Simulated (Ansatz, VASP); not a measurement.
# Pt: VASP beside Ansatz

INCAR

```
SYSTEM = Pt
PREC = Accurate
ENCUT = 520
EDIFF = 1E-7
ISMEAR = 0
SIGMA = 0.15
LREAL = .False.
LASPH = .True.
NELM = 60
ALGO = Fast
ISIF = 2
LWAVE = .False.
LCHARG = .False.
GGA = PS
NBANDS = 11
```

The input KPOINTS:

```
Automatic mesh
0
Gamma
  20 20 20
  0 0 0
```

Contents of POSCAR:

```
Pt
1.0
    0.0000000000      2.0166370000      1.8991630000
    2.0166370000      0.0000000000      1.8991630000
    2.0166370000      2.0166370000      0.0000000000
Pt
1
Direct
    0.0000000000      0.0000000000      0.0000000000
```

Input for Ansatz:

```yaml
crystal:
  lattice:
    - [0.0, 2.016637, 1.899163]
    - [2.016637, 0.0, 1.899163]
    - [2.016637, 2.016637, 0.0]
  atoms:
    - { symbol: Pt, position: [0.0, 0.0, 0.0] }
basis:
  ecutwfc: 420
kpoints:
  mp_grid: { grid: [20, 20, 20] }
hamiltonian:
  xc: pbesol
scf:
  occupations: { method: gaussian, width: 0.15 }
output:
  forces: true
  stress: true
  eigenvalues: true
```

Change from the starting cell: strain +0.030 along x and y, -0.030 along z, atoms carried along.

Alike in both runs: task single point; functional PBEsol; k mesh 20 × 20 × 20; occupations gaussian, width 0.15 eV; no spin polarisation.

```csv
,VASP,Ansatz
version,VASP 6.6.1,Ansatz 0.2.0
potentials or method,"VASP PAW PBE potentials, release 64 (Pt)","scalar-relativistic, plane waves, PAW"
plane-wave cutoff (eV),520,420
valence electrons in the cell,10,18
```

VASP gave:

- gap on the k mesh at the Fermi level (eV): none
- pressure (GPa): -7.2
- largest component of the traceless stress (GPa): 2.71

Estimate Ansatz's values.

gap on the k mesh at the Fermi level (eV): none; pressure (GPa): -6.8; largest component of the traceless stress (GPa): 2.72.

A gap of «none» marks a metal or a gap that the smearing closes. The two sets of potentials don't hold the same shells in valence.

Caveats: the PAW data sets were made with another functional, which shifts forces and pressure a little (VASP). The runs have no spin-orbit coupling, so splittings on Pt are missing.
